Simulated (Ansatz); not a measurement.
**LiH and its competing phases**

Theory: DFT PBE, scalar-relativistic, plane waves, PAW in Ansatz. All cells share a 420 eV cutoff and Γ-centred k meshes spaced at most about 0.3 Å⁻¹ (2π included). No spin polarisation.

Formation energies are uncorrected and refer to the elements' standard structures at the same level (H₂ as a molecule).

These are static total energies at zero pressure. With hydrogen, zero-point motion can shift formation energies by some tens of meV/atom.

The competitors are the elements and 1 reference phase of this chemical system (from databases or known types: LiH), relaxed at the same level; other known phases may be missing.

The candidate was reached from: close-packed anion layers stacked ABABC.

```xyz
10
Lattice="2.8125 0.0000 0.0000 -1.4063 2.4357 0.0000 0.0000 0.0000 11.8418" Properties=species:S:1:pos:R:3 pbc="T T T"
Li    0.0000    0.0000    9.3903
Li    0.0000    0.0000    0.0000
Li    0.0000    0.0000    2.4515
Li    0.0000    1.6238    4.7640
Li    1.4063    0.8119    7.0778
H     0.0000    1.6238    8.2350
H     1.4063    0.8119   10.6171
H     0.0000    1.6238    1.2247
H     1.4063    0.8119    3.6068
H     0.0000    0.0000    5.9209
```

Question: Where does it stand against these competitors?

Answer: Not the lowest form: another structure of the same formula lies lower. Its formation energy is -0.395 eV/atom. The lowest competing phase at this composition is this:

| phase | space group | source | share of atoms | ΔE_f (eV/atom) |
| --- | --- | --- | --- | --- |
| LiH | Fm-3m (No. 225) | textbook type | 1.0000 | -0.417 |

The candidate lies 22 meV/atom above this phase. The candidate matches no cell in the subsets of the Crystallography Open Database and the Materials Project at hand. Such a margin is small enough for a metastable phase. Checks: no imaginary mode on a 3×3×1 q mesh.
